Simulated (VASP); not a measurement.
Write the native input for VASP 6.6.1 that does the following.

```yaml
Task: band structure
Functional: r2SCAN
Potentials_or_basis: VASP PAW PBE potentials, release 64 (Pb_d)
Cutoff: 520 eV
k_mesh: 7 × 7 × 7
Occupations: fermi-dirac, width 0.05 eV
Spin: spin-orbit coupling, no magnetisation
Further_INCAR_settings: ALGO = Normal; EDIFF = 1e-07
```

The structure of Pb lies in POSCAR:

```
Pb
1.0
    0.0000000000      2.4750200000      2.4750200000
    2.4750200000      0.0000000000      2.4750200000
    2.4750200000      2.4750200000      0.0000000000
Pb
1
Direct
    0.0000000000      0.0000000000      0.0000000000
```

One way to write it, as run:

INCAR

```
ALGO = Normal
EDIFF = 1E-7
ENCUT = 520
GGA_COMPAT = F
ISIF = 2
ISMEAR = -1
LASPH = T
LCHARG = F
LMIXTAU = T
LORBIT = 11
LREAL = F
LSORBIT = T
LWAVE = F
MAGMOM = 0 0 0
METAGGA = R2SCAN
NELM = 60
PREC = Accurate
SIGMA = 0.05
```

KPOINTS

```
k-points
0
Gamma
  7 7 7
```

KPOINTS_OPT

```
path GXWKGLUWLK,UX
10
line-mode
reciprocal
 0.0000000000  0.0000000000  0.0000000000  G
 0.5000000000  0.0000000000  0.5000000000  X

 0.5000000000  0.0000000000  0.5000000000  X
 0.5000000000  0.2500000000  0.7500000000  W

 0.5000000000  0.2500000000  0.7500000000  W
 0.3750000000  0.3750000000  0.7500000000  K

 0.3750000000  0.3750000000  0.7500000000  K
 0.0000000000  0.0000000000  0.0000000000  G

 0.0000000000  0.0000000000  0.0000000000  G
 0.5000000000  0.5000000000  0.5000000000  L

 0.5000000000  0.5000000000  0.5000000000  L
 0.6250000000  0.2500000000  0.6250000000  U

 0.6250000000  0.2500000000  0.6250000000  U
 0.5000000000  0.2500000000  0.7500000000  W

 0.5000000000  0.2500000000  0.7500000000  W
 0.5000000000  0.5000000000  0.5000000000  L

 0.5000000000  0.5000000000  0.5000000000  L
 0.3750000000  0.3750000000  0.7500000000  K

 0.6250000000  0.2500000000  0.6250000000  U
 0.5000000000  0.0000000000  0.5000000000  X
```

Potentials or basis: VASP PAW PBE potentials, release 64 (Pb_d).

Launch:

```console
$ cat potpaw_PBE.64/Pb_d/POTCAR > POTCAR
$ mpirun -np 1 vasp_ncl > vasp.out
```

It gave:

```
Pressure                                              : 1.8 GPa
Valence electrons inside the program's atomic spheres : Pb 11.96
```

Caveat: the PAW data sets were made with another functional, which shifts forces and pressure a little.

It took 9 min on 1 thread of Intel(R) Xeon(R) Platinum 8488C (Sapphire Rapids), with other jobs on the host, peak memory 0.29 GiB.
